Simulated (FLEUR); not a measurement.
# Fe (c factor at fixed volume 1.06 on the database's cell): anisotropy by force theorems, part 2 of 2

Aim: the anisotropy of Fe (c factor at fixed volume 1.06 on the database's cell) from single passes in the potential of one collinear state.

FLEUR MaX-R8.1; PBE; all-electron FLAPW, Dirac cores, scalar-relativistic bands.

So far. Step 2 (Self-consistent state): After 23 cycles the largest moment stands at 2.39 μB.

This is not the structure that Fe takes at ambient pressure and room temperature (bcc); it is a model or a phase of other conditions.

The database entry behind the starting cell differs from later determinations by our own check (an axis about 0.7 % long against later determinations), so it need not match the best structure at ambient conditions.

## (5) Spin–orbit coupling, moments along [001]

Level of this step: PBE; all-electron FLAPW, Dirac cores, scalar-relativistic bands with spin-orbit coupling (FLEUR).

Spin–orbit coupling ties the spins to the lattice and lets orbital moments form.

A new self-consistent run of the start ferro +, with the moments along z. The k list default-1 (kpts.xml, not shown) is a Γ-centred 28×28×28 mesh.

The input, inp.xml:

```
<?xml version="1.0" encoding="UTF-8" standalone="no"?>
<fleurInput fleurInputVersion="0.39">
   <comment>
      Fe
   </comment>
   <calculationSetup>
      <cutoffs Kmax="3.6" Gmax="10.8" GmaxXC="10.8" numbands="36"/>
      <scfLoop itmax="110" minDistance="0.00002" maxIterBroyd="15" imix="Anderson" alpha="0.05" precondParam="0.0" spinf="2.0" sdNocoIR="T"/>
      <coreElectrons ctail="T" frcor="F" kcrel="0" coretail_lmax="0"/>
      <xcFunctional name="pbe" relativisticCorrections="F"/>
      <magnetism jspins="2"/>
      <soc l_soc="T" theta="0.0" phi="0.0" spav="F"/>
      <expertModes spex="0" secvar="F"/>
      <geometryOptimization l_f="F" forcealpha="1.0" forcemix="BFGS" epsdisp="0.00001" epsforce="0.00001"/>
      <ldaU l_linMix="F" mixParam="0.05" spinf="1.0"/>
   </calculationSetup>
   <cell>
      <bzIntegration valenceElectrons="16.0" mode="hist" fermiSmearingEnergy="0.00183747">
         <kPointListSelection listName="default-1"/>
         <xi:include xmlns:xi="http://www.w3.org/2001/XInclude" href="kpts.xml"> </xi:include>
      </bzIntegration>
      <xi:include xmlns:xi="http://www.w3.org/2001/XInclude" href="sym.xml"> </xi:include>
      <bulkLattice scale="1.0">
         <bravaisMatrix>
            <row-1>   -2.6485749406880612     2.6485749406880612     2.8904872856656678</row-1>
            <row-2>    2.6485749406880612    -2.6485749406880612     2.8904872856656678</row-2>
            <row-3>    2.6485749406880612     2.6485749406880612    -2.8904872856656678</row-3>
         </bravaisMatrix>
      </bulkLattice>
   </cell>
   <atomSpecies>
      <species name="Iron (Fe) 2.800" element="Fe" atomicNumber="26">
         <mtSphere radius="2.31" gridPoints="763" logIncrement="0.016"/>
         <atomicCutoffs lmax="8" lnonsphr="6"/>
         <electronConfig flipSpins="F">
            <coreConfig>(1s1/2) (2s1/2) (2p1/2) (2p3/2)</coreConfig>
            <valenceConfig>(3s1/2) (3p1/2) (3p3/2) (4s1/2) (3d3/2) (3d5/2)</valenceConfig>
            <stateOccupation state="(3d3/2)" spinUp="1.4" spinDown="1.0"/>
            <stateOccupation state="(3d5/2)" spinUp="3.0" spinDown="0.6"/>
         </electronConfig>
         <energyParameters s="4" p="4" d="3" f="4"/>
         <lo type="SCLO" l="0" n="3" eDeriv="0"/>
         <lo type="SCLO" l="1" n="3" eDeriv="0"/>
      </species>
   </atomSpecies>
   <atomGroups>
      <atomGroup species="Iron (Fe) 2.800">
         <relPos label="                   1">.0000000000 .0000000000 .0000000000</relPos>
         <force calculate="T" relaxXYZ="TTT"/>
      </atomGroup>
   </atomGroups>
   <output dos="F" band="F" slice="F">
      <bandDOS minEnergy="-.5*Htr" maxEnergy="0.5*Htr" sigma="0.015" storeEVData="T"/>
      <plotting iplot="0" polar="F">
         <plot TwoD="T" vec1="  1.0  0.0  0.0" vec2="  0.0  1.0  0.0" vec3="  0.0  0.0  1.0" zero="  0.0  0.0  0.0" file="plot"/>
      </plotting>
      <moessbauerParams electricFieldGradient="F" isomerShift="F" coreHyperfine="F" valenceHyperfine="F"/>
   </output>
</fleurInput>
```

The input, crystal.txt:

```
Fe
&input film=F cartesian=F /
-1.40156550000  1.40156550000  1.52958000000
1.40156550000  -1.40156550000  1.52958000000
1.40156550000  1.40156550000  -1.52958000000
1.8897261246
1.0 1.0 1.0

1
26 0.00000000000  0.00000000000  0.00000000000 : 2.800

&soc 0.0000000 0.0000000 /
&kpt div1=28 div2=28 div3=28 gamma=T /
```

On the command line:

```console
$ OMP_NUM_THREADS=1 inpgen -f crystal.txt > inpgen.log  # inp.xml is then edited as shown
$ OMP_NUM_THREADS=1 mpirun -n 4 fleur_MPI > fleur.log
```

The log of the run:

```text
[banner, memory and clock lines left out]
Welcome to FLEUR        (www.flapw.de)
      MaX-Release 8.1          (www.max-centre.eu)

 ========== k-point set info ==========
 Selected k-point list: default-1
 k-point list type: mesh
 0 x 0 x 0
 Number of k points: 2860

 [... set-up left out ...]
 Iteration:     1   Distance:      11.07917976 me/bohr^3
 Iteration:     2   Distance:       9.16484906 me/bohr^3
 Iteration:     3   Distance:       6.15637531 me/bohr^3
 Iteration:     4   Distance:       2.59387513 me/bohr^3
 Iteration:     5   Distance:       1.95407200 me/bohr^3
 Iteration:     6   Distance:       1.02227673 me/bohr^3
 Iteration:     7   Distance:       0.92843779 me/bohr^3
 Iteration:     8   Distance:       0.47350284 me/bohr^3
 Iteration:     9   Distance:       0.51232904 me/bohr^3
 Iteration:    10   Distance:       0.09117905 me/bohr^3
 Iteration:    11   Distance:       0.06643380 me/bohr^3
 Iteration:    12   Distance:       0.01283608 me/bohr^3
 Iteration:    13   Distance:       0.00558621 me/bohr^3
 Iteration:    14   Distance:       0.00300494 me/bohr^3
 Iteration:    15   Distance:       0.00225754 me/bohr^3
 Iteration:    16   Distance:       0.00213925 me/bohr^3
 Iteration:    17   Distance:       0.00124054 me/bohr^3
 Iteration:    18   Distance:       0.00052011 me/bohr^3
 Iteration:    19   Distance:       0.00006608 me/bohr^3
 Iteration:    20   Distance:       0.00003201 me/bohr^3
 Iteration:    21   Distance:       0.00001444 me/bohr^3

 ********************************************************************
 Run finished successfully
 Stop message:
   all done
 ********************************************************************

--- out.xml (last complete iteration) ---
<iteration numberForCurrentRun="   21" overallNumber="   21">
         [... left out ...]
         <bandgap value="0.0000000000" units="eV"/>
         <sumValenceSingleParticleEnergies value="-13.2755449768" units="Htr"/>
         <FermiEnergy value="0.3331579127" units="Htr"/>
         [... left out ...]
         <magneticMomentsInMTSpheres units="muBohr">
            <globalMagMoment atomType="1" vec="0.00000   0.00000   2.36957"/>
         </magneticMomentsInMTSpheres>
         <orbitalMomentsInMTSpheres units="muBohr">
            <globalMagMoment atomType="1" vec="0.00000   0.00000   0.04665"/>
         </orbitalMomentsInMTSpheres>
         [... left out ...]
         <totalEnergy value="    -1272.8026514599" units="Htr">
            <sumOfEigenvalues value="     -735.7804914473">
               <coreElectrons value="-722.5049464705"/>
               <valenceElectrons value="-13.2755449768"/>
            </sumOfEigenvalues>
         [... left out ...]
            <freeEnergy value="-1272.8029686158"/>
            <extrapolationTo0K value="-1272.8028100378"/>
         </totalEnergy>
         <densityConvergence units="me/bohr^3">
            <chargeDensity spin="1" distance="0.0000104347"/>
            <chargeDensity spin="2" distance="0.0000090372"/>
            <overallChargeDensity distance="0.0000131328"/>
            <spinDensity distance="0.0000144442"/>
         </densityConvergence>
      </iteration>
```

Wall time 4.1 min (4 MPI ranks of Arm Neoverse V1, shared host); peak memory 0.74 GiB; 17 min of CPU time.

This step gave:

| Item | Value |
| --- | --- |
| free energy | -34634.7332 eV |
| program's band gap on this mesh (in a metal only a level spacing) | 0 eV |
| magnetization | 2.308 μB |
| final state | ferromagnetic |
| largest moment | 2.370 μB |
| orbital moment along the spin | 0.04665 μB |

Orbital moment in the sphere, along the spin axis by atom:

```tsv
atom	orbital moment in the sphere, along the spin axis (μB)
Fe1	0.0466
```

## (6) Summary of results

| Item | Value |
| --- | --- |
| reference state | ferromagnetic |
| largest sphere moment | 2.39 μB |
| easy direction of those tried | the plane normal to [001] |
| energy along [100] less [001], force theorem | -0.0610 meV a primitive cell |
| orbital moment on the atom of largest spin, along its spin (spin–orbit run) | 0.0466 μB |

What this shows: By the force theorem the moments prefer the plane normal to [001], with no direction in it resolved; shape anisotropy is not in it. The difference for the second direction goes from -0.047 meV (mesh 19×19×19, 36 states, 3.1 min of CPU time) to -0.061 meV (mesh 28×28×28, 36 states, 10 min). On the atom of largest spin the orbital moment is almost quenched. The state was typed, and no other order was converged beside it, so it need not be the ground state.

[Logs and program files are shortened in this print: banners, set-up blocks, solver, clock and traceback lines can be left out without a mark of their own.]

[Logs are printed without paths, hosts, clocks, repeated set-up lines and the standing remarks that a program may print on its own settings, such as how far it seeks lower states.]

[Hosts, paths, dates, database ids (printed as entryN), source tags and the programs' standing remarks are cut or masked in the printed files.]

[Where a cell is said to come from a database of computed structures, the database is the Materials Project.]
